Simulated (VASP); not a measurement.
# Al (Fm-3m) in VASP: notebook

One crystal, Al, is run at these levels: PBE; tasks: single point.

All numbers are computed with VASP 6.6.1; they aren't measurements. Logs are shortened: lines on timing, memory, paths and dates and some standing lists are left out, and cuts for length are marked.

## Step 1: The undisturbed crystal

It takes space group Fm-3m (No. 225, cubic). Conventional cell: a = 4.050 Å, b = 4.050 Å, c = 4.050 Å, α = 90.00°, β = 90.00°, γ = 90.00°. Around Al (site symmetry m-3m) lie 12 Al at 2.86 Å.

## Step 2: Single point, PBE (a relaxed cell with its volume scaled by 1.06)

INCAR

```
SYSTEM = Al
  PREC = Accurate
  ENCUT = 520
  EDIFF = 1E-7
  ISMEAR = 0
  SIGMA = 0.1
  LREAL = .FALSE.
  LASPH = .TRUE.
  NELM = 60
  ALGO = Normal
  ISIF = 2
  LWAVE = .FALSE.
  LCHARG = .FALSE.
  GGA = PE
  NBANDS = 8
```

KPOINTS

```
regular mesh
0
G
  18 18 18
  0 0 0
```

POSCAR

```
Al                                      
1.0
    0.0000000000      2.0599482067      2.0599482067
    2.0599482067      0.0000000000      2.0599482067
    2.0599482067      2.0599482067      0.0000000000
  Al            
     1
Direct
     0.0000000000000000    0.0000000000000000    0.0000000000000000
```

Potentials or basis: VASP PAW PBE potentials, release 64 (Al).

On the command line:

```sh
cat potpaw_PBE.64/Al/POTCAR > POTCAR
mpirun -np 1 vasp_std > vasp.out
```

OUTCAR:

```text
SYSTEM = Al
   PREC = Accurate
   ENCUT = 520
   EDIFF = 1E-7
   ISMEAR = 0
   LREAL = .FALSE.
   LASPH = .TRUE.
   NELM = 60
   ISIF = 2
   GGA = PE

 ion  position               nearest neighbor table
   1  0.000  0.000  0.000-

  LATTYP: Found a face centered cubic cell.
 ALAT       =     4.1198964134

  Lattice vectors:

 A1 = (   0.0000000000,   2.0599482067,   2.0599482067)
 A2 = (   2.0599482067,   0.0000000000,   2.0599482067)
 A3 = (   2.0599482067,   2.0599482067,   0.0000000000)

Analysis of symmetry for initial positions (statically):
=====================================================================
 Subroutine PRICEL returns:
 Original cell was already a primitive cell.

 Routine SETGRP: Setting up the symmetry group for a
 face centered cubic supercell.

 Subroutine GETGRP returns: Found 48 space group operations
 (whereof 48 operations were pure point group operations)
 out of a pool of 48 trial point group operations.

The static configuration has the point symmetry O_h .

Analysis of symmetry for dynamics (positions and initial velocities):
=====================================================================
 Subroutine PRICEL returns:
 Original cell was already a primitive cell.

 Routine SETGRP: Setting up the symmetry group for a
 face centered cubic supercell.

 Subroutine GETGRP returns: Found 48 space group operations
 (whereof 48 operations were pure point group operations)
 out of a pool of 48 trial point group operations.

The dynamic configuration has the point symmetry O_h .

 Subroutine INISYM returns: Found 48 space group operations
 (whereof 48 operations are pure point group operations),
 and found     1 'primitive' translations

----------------------------------------------------------------------------------------

                                     Primitive cell

  volume of cell :      17.4823

  direct lattice vectors                    reciprocal lattice vectors
     0.000000000  2.059948207  2.059948207    -0.242724549  0.242724549  0.242724549
     2.059948207  0.000000000  2.059948207     0.242724549 -0.242724549  0.242724549
     2.059948207  2.059948207  0.000000000     0.242724549  0.242724549 -0.242724549

  length of vectors
     2.913206692  2.913206692  2.913206692     0.420411252  0.420411252  0.420411252

  position of ions in fractional coordinates (direct lattice)
     0.000000000  0.000000000  0.000000000

  ion indices of the primitive-cell ions
   primitive index   ion index
                 1           1
[... 76 lines left out ...]
   IBRION =     -1    ionic relax: 0-MD 1-quasi-New 2-CG
   NFREE  =      0    steps in history (QN), initial steepest desc. (CG)
   ISIF   =      2    stress and relaxation
   ISYM   =      2    0-nonsym 1-usesym 2-fastsym
   POTIM  = 0.5000    time-step for ionic-motion
   TEBEG  =    0.0;   TEEND  =   0.0 temperature during run
   PSTRESS=    0.0 pullay stress
   NELECT =       3.0000    total number of electrons
   NUPDOWN=      -1.0000    fix difference up-down
   EMIN   =  10.00;   EMAX   =-10.00  energy-range for DOS
   EFERMI =   0.00;   METHOD = LEGACY
   ISMEAR =     0;   SIGMA  =   0.10  broadening in eV -4-tet -1-fermi 0-gaus
   EFERMI_NEDOS =   21; number of points for ismear=-14 and -15
   IALGO  =     38    algorithm
   IMIX   =      4    mixing-type and parameters
     AMIX     =   0.40;   BMIX     =  1.00
     AMIX_MAG =   1.60;   BMIX_MAG =  1.00
  volume/ion in A,a.u.               =      17.48       117.98
  Fermi-wavevector in a.u.,A,eV,Ry     =   0.909736  1.719153 11.260460  0.827620
  Thomas-Fermi vector in A             =   2.033816
   LORBIT       =      0    0 simple, 1 ext, 2 COOP (PROOUT), +10 PAW based schemes
   GGA     = PE    functional components
   LHFCALC =     F    Hartree Fock is set to
   AEXX    =    0.0000 exact exchange contribution
   IVDW    =     0    specifies the selected vdW correction
   LEPSILON=     F    determine dielectric tensor
   LRPA    =     F    only Hartree local field effects (RPA)
 non-spin polarized calculation
 Gauss-broadening in eV      SIGMA  =   0.10
  energy-cutoff  :      520.00
  volume of cell :       17.48
 maximum number of plane-waves:       495
 NGX is ok and might be reduce to    24
   NGX = 11   NGY = 11   NGZ = 11

 number of electron       3.0000000 magnetization

 Free energy of the ion-electron system (eV)
  ---------------------------------------------------
  ext. energy  EPLUGINS =         0.00000000
  ---------------------------------------------------
  free energy    TOTEN  =        -3.73172433 eV

  energy without entropy =       -3.72930013  energy(sigma->0) =       -3.73051223

 E-fermi :   7.4012     XC(G=0):  -9.9891

 val. band max:        7.3608423695   @ k =   0.5000   0.4444   0.0556
 cond. band min:       7.4140535015   @ k =  -0.3889   0.3889   0.1667
 fundamental gap:      0.0532111321
 Fermi energy:         7.4011748646

 k-point     1 :       0.0000    0.0000    0.0000
  band No.  band energies     occupation
      1      -3.3309      2.00000
      2      19.7135      0.00000
      3      19.7135      0.00000
      4      19.7135      0.00000
      5      20.7791      0.00000
      6      20.7791      0.00000
      7      20.7791      0.00000
      8      23.4634      0.00000
[... 243 lines left out ...]
 k-point    24 :      -0.2222    0.0556    0.0000
  band No.  band energies     occupation
      1      -1.7509      2.00000
      2      11.1221      0.00000
      3      16.3351      0.00000
      4      19.0735      0.00000
      5      20.7995      0.00000
      6      21.7810      0.00000
      7      22.2134      0.00000
      8      24.3734      0.00000

 [... further k-points ...]

------------------------ aborting loop because EDIFF is reached ----------------------------------------

  FORCE on cell =-STRESS in cart. coord.  units (eV):
  Direction    XX          YY          ZZ          XY          YZ          ZX
  --------------------------------------------------------------------------------------
  -------------------------------------------------------------------------------------
  Total       -0.4325032     -0.4325032     -0.4325032     -0.0000000      0.0000000      0.0000000
  in kB      -39.6370206    -39.6370206    -39.6370206     -0.0000000      0.0000000      0.0000000
  external PRESSURE =     -39.6370206 kB  Pullay stress =       0.0000000 kB

 VOLUME and BASIS-vectors are now :
 -----------------------------------------------------------------------------
  energy-cutoff  :      520.00
  volume of cell :       17.48
      direct lattice vectors                 reciprocal lattice vectors
     0.000000000  2.059948207  2.059948207    -0.242724549  0.242724549  0.242724549
     2.059948207  0.000000000  2.059948207     0.242724549 -0.242724549  0.242724549
     2.059948207  2.059948207  0.000000000     0.242724549  0.242724549 -0.242724549

 POSITION                                       TOTAL-FORCE (eV/Angst)
 -----------------------------------------------------------------------------------
      0.00000      0.00000      0.00000        -0.000000      0.000000     -0.000000
 -----------------------------------------------------------------------------------
    total drift:                               -0.000000      0.000000     -0.000000

  FREE ENERGIE OF THE ION-ELECTRON SYSTEM (eV)
  ---------------------------------------------------
  free  energy   TOTEN  =        -3.7317243259 eV

  energy  without entropy=       -3.7293001270  energy(sigma->0) =       -3.73051223
```

Run time: 21 s. Hardware: 1 thread of Intel Xeon Platinum 8375C at 2.90GHz (Ice Lake), shared host; peak memory 0.15 GiB.

Results:

```yaml
Free_energy: -3.7317 eV
Pressure: -4.0 GPa
Band_gap_on_the_k_mesh: none (metal or under the smearing width)
```

## Step 3: Single point, PBE (a relaxed cell with its volume scaled by 0.91)

INCAR is that of step 2.

KPOINTS is that of step 2.

POSCAR

```
Al                                      
1.0
    0.0000000000      1.9577991850      1.9577991850
    1.9577991850      0.0000000000      1.9577991850
    1.9577991850      1.9577991850      0.0000000000
  Al            
     1
Direct
     0.0000000000000000    0.0000000000000000    0.0000000000000000
```

Potentials or basis: VASP PAW PBE potentials, release 64 (Al).

On the command line:

```sh
cat potpaw_PBE.64/Al/POTCAR > POTCAR
mpirun -np 1 vasp_std > vasp.out
```

It took 27 s on 1 thread of Intel Xeon Platinum 8375C at 2.90GHz (Ice Lake), shared host; peak memory 0.14 GiB.

Results (log left out):

```
Free energy            : -3.7065 eV
Pressure               : 9.0 GPa
Band gap on the k mesh : none (metal or under the smearing width)
```

Levels at points of the mesh, in eV from the Fermi level:
```csv
k point,band 1,band 2,band 3,band 4,band 5,band 6
"(0.00, 0.00, 0.00)",-11.80,13.16,13.16,13.16,15.40,15.40
"(0.50, 0.00, 0.00)",-4.98,-4.51,11.91,11.91,12.47,12.47
"(0.50, 0.50, 0.00)",-3.15,-1.63,5.28,6.06,6.06,10.03
```

## Step 4: Single point, PBE (a relaxed cell with its volume scaled by 1.09)

INCAR is that of step 3.

KPOINTS is that of step 3.

POSCAR

```
Al                                      
1.0
    0.0000000000      2.0792011750      2.0792011750
    2.0792011750      0.0000000000      2.0792011750
    2.0792011750      2.0792011750      0.0000000000
  Al            
     1
Direct
     0.0000000000000000    0.0000000000000000    0.0000000000000000
```

Potentials or basis: VASP PAW PBE potentials, release 64 (Al).

On the command line:

```sh
cat potpaw_PBE.64/Al/POTCAR > POTCAR
mpirun -np 1 vasp_std > vasp.out
```

OUTCAR:

```text
SYSTEM = Al
   PREC = Accurate
   ENCUT = 520
   EDIFF = 1E-7
   ISMEAR = 0
   LREAL = .FALSE.
   LASPH = .TRUE.
   NELM = 60
   ISIF = 2
   GGA = PE

 ion  position               nearest neighbor table
   1  0.000  0.000  0.000-

  LATTYP: Found a face centered cubic cell.
 ALAT       =     4.1584023500

  Lattice vectors:

 A1 = (   0.0000000000,   2.0792011750,   2.0792011750)
 A2 = (   2.0792011750,   0.0000000000,   2.0792011750)
 A3 = (   2.0792011750,   2.0792011750,   0.0000000000)

Analysis of symmetry for initial positions (statically):
=====================================================================
 Subroutine PRICEL returns:
 Original cell was already a primitive cell.

 Routine SETGRP: Setting up the symmetry group for a
 face centered cubic supercell.

 Subroutine GETGRP returns: Found 48 space group operations
 (whereof 48 operations were pure point group operations)
 out of a pool of 48 trial point group operations.

The static configuration has the point symmetry O_h .

Analysis of symmetry for dynamics (positions and initial velocities):
=====================================================================
[... 163 lines left out ...]
 Fermi energy:         7.1280151720

 k-point     1 :       0.0000    0.0000    0.0000
  band No.  band energies     occupation
      1      -3.4212      2.00000
      2      19.2889      0.00000
      3      19.2889      0.00000
      4      19.2889      0.00000
      5      20.1568      0.00000
      6      20.1568      0.00000
      7      20.1568      0.00000
      8      22.9932      0.00000
[... 243 lines left out ...]
 k-point    24 :      -0.2222    0.0556    0.0000
  band No.  band energies     occupation
      1      -1.8699      2.00000
      2      10.7848      0.00000
      3      15.8882      0.00000
      4      18.5651      0.00000
      5      20.3011      0.00000
      6      21.2384      0.00000
      7      21.6710      0.00000
      8      23.8133      0.00000

 [... further k-points ...]

------------------------ aborting loop because EDIFF is reached ----------------------------------------

  FORCE on cell =-STRESS in cart. coord.  units (eV):
  Direction    XX          YY          ZZ          XY          YZ          ZX
  --------------------------------------------------------------------------------------
  -------------------------------------------------------------------------------------
  Total       -0.6198506     -0.6198506     -0.6198506      0.0000000      0.0000000      0.0000000
  in kB      -55.2431004    -55.2431004    -55.2431004      0.0000000      0.0000000      0.0000000
  external PRESSURE =     -55.2431004 kB  Pullay stress =       0.0000000 kB

 VOLUME and BASIS-vectors are now :
 -----------------------------------------------------------------------------
  energy-cutoff  :      520.00
  volume of cell :       17.98
      direct lattice vectors                 reciprocal lattice vectors
     0.000000000  2.079201175  2.079201175    -0.240476971  0.240476971  0.240476971
     2.079201175  0.000000000  2.079201175     0.240476971 -0.240476971  0.240476971
     2.079201175  2.079201175  0.000000000     0.240476971  0.240476971 -0.240476971

 POSITION                                       TOTAL-FORCE (eV/Angst)
 -----------------------------------------------------------------------------------
      0.00000      0.00000      0.00000         0.000000      0.000000      0.000000
 -----------------------------------------------------------------------------------
    total drift:                               -0.000000      0.000000      0.000000

  FREE ENERGIE OF THE ION-ELECTRON SYSTEM (eV)
  ---------------------------------------------------
  free  energy   TOTEN  =        -3.7170218344 eV

  energy  without entropy=       -3.7146800972  energy(sigma->0) =       -3.71585097
```

OSZICAR:

```text
N       E                     dE             d eps       ncg     rms          rms(c)
DAV:   1    -0.242975529061E+01   -0.24298E+01   -0.84340E+02  3136   0.202E+02
DAV:   2    -0.373121246343E+01   -0.13015E+01   -0.12428E+01  4440   0.176E+01
DAV:   3    -0.373837927421E+01   -0.71668E-02   -0.71631E-02  3936   0.147E+00
DAV:   4    -0.373839928380E+01   -0.20010E-04   -0.20009E-04  4904   0.702E-02
DAV:   5    -0.373839932762E+01   -0.43822E-07   -0.44036E-07  4016   0.194E-03    0.117E+00
DAV:   6    -0.372602722052E+01    0.12372E-01   -0.20778E-03  4200   0.215E-01    0.683E-01
DAV:   7    -0.371703152260E+01    0.89957E-02   -0.61553E-03  3976   0.349E-01    0.135E-01
DAV:   8    -0.371702359714E+01    0.79255E-05   -0.15792E-05  4480   0.282E-02    0.816E-03
DAV:   9    -0.371702237157E+01    0.12256E-05   -0.97143E-07  4456   0.409E-03    0.842E-04
DAV:  10    -0.371702189757E+01    0.47399E-06   -0.50569E-09  4008   0.473E-04    0.169E-04
DAV:  11    -0.371702183438E+01    0.63196E-07   -0.34282E-10  2288   0.105E-04
   1 F= -.37170218E+01 E0= -.37158510E+01  d E =-.234174E-02
```

Run time: 26 s. Hardware: 1 thread of Intel Xeon Platinum 8375C at 2.90GHz (Ice Lake), shared host; peak memory 0.14 GiB.

Results:

```
Free energy            : -3.7170 eV
Pressure               : -5.5 GPa
Band gap on the k mesh : none (metal or under the smearing width)
```

## Step 5: Summary

```csv
cell,gap on the mesh (eV),pressure (GPa)
a relaxed cell with its volume scaled by 1.06,none,-4.0
a relaxed cell with its volume scaled by 0.91,none,9.0
a relaxed cell with its volume scaled by 1.09,none,-5.5
```

Alike in all rows: task single point; level PBE; potentials or basis VASP PAW PBE potentials, release 64 (Al); no spin polarisation; k mesh 18 × 18 × 18; cutoff (eV) 520; smearing gaussian 0.1 eV.

Absolute energies hang on the potentials; compare differences alone.
